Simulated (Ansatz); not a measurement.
Runs of Ansatz 0.2.0 on ZrH2. It takes space group Fm-3m (No. 225, cubic). The conventional cell has a = 4.818 Å, b = 4.818 Å, c = 4.818 Å, α = 90.00°, β = 90.00°, γ = 90.00°. Around Zr (site symmetry m-3m) lie 8 H at 2.09 Å. H (site symmetry -43m) is surrounded by 4 Zr at 2.09 Å. The cell is a database's computed one.

```tsv
level	U	hubbard projectors	double counting	gap on the mesh (eV)	pressure (GPa)
PBEsol+U	Zr d U = 1 eV	ortho-atomic (the default)	fll (the default)	none	(a)
PBEsol+U	Zr d U = 6 eV	ortho-atomic (the default)	fll (the default)	none	1.4
PBEsol+U	Zr d U = 5 eV	ortho-atomic (the default)	fll (the default)	none	0.1
PBEsol+U	Zr d U = 2 eV	ortho-atomic (the default)	fll (the default)	none	-3.1
PBEsol	-	-	-	none	-4.6
PBEsol+U	Zr d U = 8 eV	ortho-atomic (the default)	fll (the default)	none	4.8
PBEsol+U	Zr d U = 3 eV	ortho-atomic (the default)	fll (the default)	none	(b)
PBEsol+U	Zr d U = 4 eV	ortho-atomic (the default)	fll (the default)	none	-1.2
```

Alike in all rows: task band structure; potentials or basis Ansatz PAW; no spin polarisation; cell as given; k mesh 10 × 10 × 10; cutoff (eV) 420; smearing fermi-dirac 0.05 eV.

**Question.** Estimate the missing entries.

**Answer.** (a) -3.9; (b) -2.2.

Caveats: the PAW data sets come from PBE, with cores solved anew for the run's functional, which leaves a small shift of forces and pressure; U without spin polarisation on a metal has little footing (some runs); the U is typed as a test and isn't derived for this compound (some runs).

A k mesh can miss the band edges, and the runs leave out spin-orbit coupling on Zr.

A gap of «none» marks a metal or a gap under the smearing width.
